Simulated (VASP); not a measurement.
# HfB2 (P6/mmm) in VASP: a series of runs

Runs on HfB2. Level: PBEsol. Tasks: single point.

All numbers are computed with VASP 6.6.1; they aren't measurements. Logs are shortened: lines on timing, memory, paths and dates and some standing lists are left out, and cuts for length are marked.

## Step 1: The crystal as given

The structure is hexagonal, space group P6/mmm (No. 191). The conventional cell has a = 3.140 Å, b = 3.140 Å, c = 3.480 Å, α = 90.00°, β = 90.00°, γ = 120.00°. Hf (site symmetry 6/mmm) has 12 B at 2.51 Å as nearest neighbours. B (site symmetry -6m2) is surrounded by 3 B at 1.81 Å.

## Step 2: Single point, PBEsol

Contents of INCAR:

```
SYSTEM = HfB2
  PREC = Accurate
  ENCUT = 400
  EDIFF = 1E-7
  ISMEAR = 1
  SIGMA = 0.15
  LREAL = .FALSE.
  LASPH = .TRUE.
  NELM = 100
  ALGO = Normal
  ISIF = 2
  LWAVE = .FALSE.
  LCHARG = .FALSE.
  GGA = PS
  NBANDS = 12
  ADDGRID = .FALSE.
```

Contents of KPOINTS:

```
Automatic mesh
0
G
  6 6 5
  0 0 0
```

Contents of POSCAR:

```
HfB2
1.0
    3.1400000000      0.0000000000      0.0000000000
   -1.5700000000      2.7193197679      0.0000000000
    0.0000000000      0.0000000000      3.4800000000
Hf B
1 2
Direct
   -0.0142630000      0.0046330000     -0.0059370000
    0.6696320000      0.3380360000      0.4871880000
    0.3055440000      0.6904850000      0.5067950000
```

Potentials or basis: VASP PAW PBE potentials, release 64 (Hf, B).

Started as:

```console
$ cat potpaw_PBE.64/Hf/POTCAR potpaw_PBE.64/B/POTCAR > POTCAR
$ mpirun -np 1 vasp_std > vasp.out
```

OUTCAR:

```text
SYSTEM = HfB2
   PREC = Accurate
   ENCUT = 400
   EDIFF = 1E-7
   ISMEAR = 1
   LREAL = .FALSE.
   LASPH = .TRUE.
   NELM = 100
   ISIF = 2
   GGA = PS

 Found     92 irreducible k-points:

 Following reciprocal coordinates:
            Coordinates               Weight
  0.000000  0.000000  0.000000      1.000000
  0.166667  0.000000  0.000000      2.000000
  0.000000  0.166667  0.000000      2.000000
 -0.166667  0.166667  0.000000      2.000000
  0.333333  0.000000  0.000000      2.000000
  0.000000  0.333333  0.000000      2.000000
   k-points           NKPTS =     92   k-points in BZ     NKDIM =     92   number of bands    NBANDS=     12
   number of dos      NEDOS =    301   number of ions     NIONS =      3
   total plane-waves  NPLWV =   9600
   dimension x,y,z NGX =    20 NGY =   20 NGZ =   24
   dimension x,y,z NGXF=    40 NGYF=   40 NGZF=   48
   ions per type =               1   2
   NGX,Y,Z   is equivalent  to a cutoff of  10.59, 10.59, 11.47 a.u.
   NGXF,Y,Z  is equivalent  to a cutoff of  21.18, 21.18, 22.93 a.u.
 SYSTEM =  HfB2
   PREC   = accura    normal or accurate (medium, high low for compatibility)
   ISTART =      0    job   : 0-new  1-cont  2-samecut
   ICHARG =      2    charge: 1-file 2-atom 10-const
   ISPIN  =      1    spin polarized calculation?
   LNONCOLLINEAR =      F non collinear calculations
   LSORBIT =      F    spin-orbit coupling
   LASPH  =      T    aspherical Exc in radial PAW
   ENCUT  =  400.0 eV  29.40 Ry    5.42 a.u.   5.12  5.12  5.67*2*pi/ulx,y,z
   NELM   =    100;   NELMIN=  2; NELMDL= -5     # of ELM steps
   EDIFF  = 0.1E-06   stopping-criterion for ELM
   LREAL  =      F    real-space projection
   EDIFFG = 0.1E-05   stopping-criterion for IOM
   NSW    =      0    number of steps for IOM
   IBRION =     -1    ionic relax: 0-MD 1-quasi-New 2-CG
   NFREE  =      0    steps in history (QN), initial steepest desc. (CG)
   ISIF   =      2    stress and relaxation
   ISYM   =      2    0-nonsym 1-usesym 2-fastsym
   POTIM  = 0.5000    time-step for ionic-motion
   TEBEG  =    0.0;   TEEND  =   0.0 temperature during run
   PSTRESS=    0.0 pullay stress
   NELECT =      10.0000    total number of electrons
   NUPDOWN=      -1.0000    fix difference up-down
   EMIN   =  10.00;   EMAX   =-10.00  energy-range for DOS
   EFERMI =   0.00;   METHOD = LEGACY
   ISMEAR =     1;   SIGMA  =   0.15  broadening in eV -4-tet -1-fermi 0-gaus
   EFERMI_NEDOS =   21; number of points for ismear=-14 and -15
   IALGO  =     38    algorithm
   IMIX   =      4    mixing-type and parameters
     AMIX     =   0.40;   BMIX     =  1.00
     AMIX_MAG =   1.60;   BMIX_MAG =  1.00
  volume/ion in A,a.u.               =       9.90        66.84
  Fermi-wavevector in a.u.,A,eV,Ry     =   1.138724  2.151876 17.642568  1.296692
  Thomas-Fermi vector in A             =   2.275428
   LORBIT       =      0    0 simple, 1 ext, 2 COOP (PROOUT), +10 PAW based schemes
   GGA     = PS    functional components
   LHFCALC =     F    Hartree Fock is set to
   AEXX    =    0.0000 exact exchange contribution
   IVDW    =     0    specifies the selected vdW correction
   LEPSILON=     F    determine dielectric tensor
   LRPA    =     F    only Hartree local field effects (RPA)
 non-spin polarized calculation
 Methfessel and Paxton  Order N= 1 SIGMA  =   0.15
  energy-cutoff  :      400.00
  volume of cell :       29.71
 maximum number of plane-waves:       563
   NGX = 11   NGY = 11   NGZ = 11

 number of electron      10.0000000 magnetization

 Free energy of the ion-electron system (eV)
  ---------------------------------------------------
  ext. energy  EPLUGINS =         0.00000000
  ---------------------------------------------------
  free energy    TOTEN  =       -27.75194326 eV

  energy without entropy =      -27.75317055  energy(sigma->0) =      -27.75235235

 E-fermi :   7.3199     XC(G=0): -12.4524

 val. band max:        7.2777830485   @ k =   0.1667   0.3333   0.0000
 cond. band min:       7.3397262579   @ k =   0.0000   0.0000   0.2000
 fundamental gap:      0.0619432094
 Fermi energy:         7.3199236726

 k-point     1 :       0.0000    0.0000    0.0000
  band No.  band energies     occupation
      1      -5.9073      2.00000
      2       4.3756      2.00000
      3       4.7300      2.00000
      4       5.0447      2.00000
      5       5.5477      2.00000
      6      11.5507      0.00000
      7      11.7141      0.00000
      8      11.9332      0.00000
      9      12.1407      0.00000
     10      12.8388      0.00000
     11      13.1157      0.00000
     12      13.9608      0.00000

 k-point     2 :       0.1667    0.0000    0.0000
  band No.  band energies     occupation
      1      -5.3554      2.00000
      2       3.1834      2.00000
      3       4.6470      2.00000
      4       5.1623      2.00000
      5       5.4075      2.00000
      6      10.2302     -0.00000
      7      11.2972      0.00000
      8      11.4364      0.00000
      9      11.9768      0.00000
     10      13.5692      0.00000
     11      14.9042      0.00000
     12      15.1373      0.00000
[... 31 lines left out ...]
 k-point     5 :       0.3333    0.0000    0.0000
  band No.  band energies     occupation
      1      -3.8714      2.00000
      2       0.8270      2.00000
      3       4.0903      2.00000
      4       4.8431      2.00000
      5       5.4238      2.00000
      6      10.2010     -0.00000
      7      10.7365      0.00000
      8      10.8613      0.00000
      9      12.3156      0.00000
     10      13.7057      0.00000
     11      17.0545      0.00000
     12      17.8267      0.00000

 k-point     6 :       0.0000    0.3333    0.0000
  band No.  band energies     occupation
      1      -3.8526      2.00000
      2       0.8478      2.00000
      3       4.0181      2.00000
      4       4.8135      2.00000
      5       5.3675      2.00000
      6      10.3354      0.00000
      7      10.7544      0.00000
      8      10.8637      0.00000
      9      12.3537      0.00000
     10      13.7130      0.00000
     11      16.9889      0.00000
     12      17.8405      0.00000

 [... further k-points ...]

------------------------ aborting loop because EDIFF is reached ----------------------------------------

  FORCE on cell =-STRESS in cart. coord.  units (eV):
  Direction    XX          YY          ZZ          XY          YZ          ZX
  --------------------------------------------------------------------------------------
  -------------------------------------------------------------------------------------
  Total        0.0344909     -0.3081164     -0.9940431     -0.2334374      0.0227089     -0.0219322
  in kB        1.8597154    -16.6133135    -53.5977584    -12.5866965      1.2244386     -1.1825628
  external PRESSURE =     -22.7837855 kB  Pullay stress =       0.0000000 kB

 VOLUME and BASIS-vectors are now :
 -----------------------------------------------------------------------------
  energy-cutoff  :      400.00
  volume of cell :       29.71
      direct lattice vectors                 reciprocal lattice vectors
     3.140000000  0.000000000  0.000000000     0.318471338  0.183869512  0.000000000
    -1.570000000  2.719319768  0.000000000     0.000000000  0.367739025  0.000000000
     0.000000000  0.000000000  3.480000000     0.000000000  0.000000000  0.287356322

 POSITION                                       TOTAL-FORCE (eV/Angst)
 -----------------------------------------------------------------------------------
      3.08794      0.01260      3.45934        -0.161212      0.365391      0.155790
      1.57193      0.91923      1.69541        -1.383046      0.286637      0.232334
     -0.12465      1.87765      1.76365         1.544259     -0.652028     -0.388124
 -----------------------------------------------------------------------------------
    total drift:                               -0.000006     -0.000004     -0.000026

  FREE ENERGIE OF THE ION-ELECTRON SYSTEM (eV)
  ---------------------------------------------------
  free  energy   TOTEN  =       -27.7519432571 eV

  energy  without entropy=      -27.7531705506  energy(sigma->0) =      -27.75235235
```

It took 10 s on 1 thread of Intel Xeon Platinum 8559C (Emerald Rapids), shared host; peak memory 0.14 GiB.

These settings aren't checked as converged: the numbers below hold their error.

What came out:

```
Free energy            : -27.7519 eV
Pressure               : -2.3 GPa
Largest force          : 1.721 eV/Å
Band gap on the k mesh : none (metal or under the smearing width)
```

Caveat: the k mesh is coarse (spacing up to 0.39 Å⁻¹), so the values aren't converged; the PAW data sets were made with another functional, which shifts forces and pressure a little.

## Step 3: Single point, PBEsol

Edit INCAR of step 2 so:

```diff
@@ -2,3 +2,3 @@
   PREC = Accurate
-  ENCUT = 400
+  ENCUT = 460
   EDIFF = 1E-7
```

KPOINTS is that of step 2.

Contents of POSCAR:

```
HfB2
1.0
    3.1400000000      0.0000000000      0.0000000000
   -1.5700000000      2.7193197679      0.0000000000
    0.0000000000      0.0000000000      3.4800000000
Hf B
1 2
Direct
    0.0000000000      0.0000000000      0.0000000000
    0.6666666667      0.3333333333      0.5000000000
    0.3333333333      0.6666666667      0.5000000000
```

Potentials or basis: VASP PAW PBE potentials, release 64 (Hf, B).

Started as:

```console
$ cat potpaw_PBE.64/Hf/POTCAR potpaw_PBE.64/B/POTCAR > POTCAR
$ mpirun -np 1 vasp_std > vasp.out
```

Wall time 4.1 s (1 thread of Intel Xeon Platinum 8559C (Emerald Rapids), shared host); peak memory 0.14 GiB.

These settings aren't checked as converged: the numbers below hold their error.

Results:

| Property | Result |
| --- | --- |
| Free energy | -27.8781 eV |
| Pressure | -3.9 GPa |
| Band gap on the k mesh | none (metal or under the smearing width) |

Caveat: the k mesh is coarse (spacing up to 0.39 Å⁻¹), so the values aren't converged; the PAW data sets were made with another functional, which shifts forces and pressure a little.
